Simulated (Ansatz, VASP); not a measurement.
TaN in VASP and in Ansatz

INCAR

```
PREC = Accurate ; ENCUT = 520
EDIFF = 1E-6 ; ISMEAR = -1
SIGMA = 0.02 ; LREAL = F
LASPH = T ; NELM = 100
ALGO = Normal ; ISIF = 2
LWAVE = F ; LCHARG = F
GGA = PS ; NBANDS = 15
```

File KPOINTS:

```
Automatic mesh
0
Gamma
  12 12 10
```

POSCAR

```
TaN
1.0
    2.9182801511      0.0000000000      0.0000000000
   -1.4591400756      2.5273047463      0.0000000000
    0.0000000000      0.0000000000      2.8636504237
Ta N
1 1
Direct
    0.3333333333      0.6666666667      0.5000000000
    0.0000000000      0.0000000000      0.0000000000
```

Input for Ansatz:

```yaml
crystal:
  lattice:
    - [2.9182801511, 0.0, 0.0]
    - [-1.4591400756, 2.5273047463, 0.0]
    - [0.0, 0.0, 2.8636504237]
  atoms:
    - { symbol: Ta, position: [0.3333333333, 0.6666666667, 0.5] }
    - { symbol: "N", position: [0.0, 0.0, 0.0] }
kpoints:
  mp_grid: { grid: [12, 12, 10] }
  band_path:
    path:
      - [0.0, 0.0, 0.0]
      - [0.5, 0.0, 0.0]
      - [0.3333333333, 0.3333333333, 0.0]
      - [0.0, 0.0, 0.0]
      - [0.0, 0.0, 0.5]
      - [0.5, 0.0, 0.5]
      - [0.3333333333, 0.3333333333, 0.5]
      - [0.0, 0.0, 0.5]
      - [0.5, 0.0, 0.5]
    npoints: 5
scf:
  occupations: { method: fermi_dirac, width: 0.02 }
hamiltonian:
  xc: pbesol
  pseudopotentials: { kind: all_electron, lapw: { basis_error: 0.0005 } }
output:
  forces: true
  stress: true
  eigenvalues: true
```

Change from the starting cell: volume scaled by 0.98.

Alike in both runs: task single point; functional PBEsol; k mesh 12 × 12 × 10; occupations fermi-dirac, width 0.02 eV; no spin polarisation.

|  | VASP | Ansatz |
| --- | --- | --- |
| version | VASP 6.6.1 | Ansatz 0.2.0 |
| potentials or method | VASP PAW PBE potentials, release 64 (Ta_pv, N) | all-electron LAPW, scalar-relativistic |
| plane-wave cutoff (eV) | 520 | see its input |

Ansatz gave:

| Item | Value |
| --- | --- |
| pressure (GPa) | 2.4 |
| largest component of the traceless stress (GPa) | 0.36 |

**Question.** Which values does VASP return?

**Answer.** Pressure (GPa): 3.2; largest component of the traceless stress (GPa): 0.51.

Ansatz ran all-electron here, so the differences hold the error of VASP's frozen core and of both bases.

Caveats: the PAW data sets were made with another functional, which shifts forces and pressure a little (VASP). The runs have no spin-orbit coupling, so splittings on Ta are missing.
